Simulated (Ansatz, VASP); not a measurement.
## C in VASP and in Ansatz

```
C
1.0
     1.78340   -1.78340    0.00000
     1.78340    0.00000   -1.78340
     7.13360    7.13360    7.13360
C
12
Cartesian
  5.3502 1.7834 1.7834
  1.7834 1.7834 1.7834
  5.3502 3.5668 3.5668
  8.9170 5.3502 5.3502
  8.9170 3.5668 3.5668
  1.7834 0.0000 0.0000
  6.2419 2.6751 2.6751
  6.2419 0.8917 0.8917
  6.2419 4.4585 4.4585
  2.6751 -0.8917 -0.8917
  6.2419 6.2419 6.2419
  2.6751 0.8917 0.8917
```

Alike in both runs: task single point; functional LDA; k mesh 10 × 10 × 2; occupations gaussian, width 0.05 eV; no spin polarisation.

|  | VASP | Ansatz |
| --- | --- | --- |
| version | VASP 6.6.1 | Ansatz 0.2.0 |
| potentials or method | VASP PAW LDA potentials, release 64 (C) | scalar-relativistic, plane waves, PAW |
| plane-wave cutoff (eV) | 520 | 420 |
| valence electrons in the cell | 48 | 48 |

VASP gave:

* gap on the k mesh at the Fermi level (eV): 4.14
* least direct gap on the mesh (eV): 5.54
* pressure (GPa): -11.7

Task: Estimate Ansatz's values.

Result: gap on the k mesh at the Fermi level (eV): 4.15; least direct gap on the mesh (eV): 5.54; pressure (GPa): -13.1.
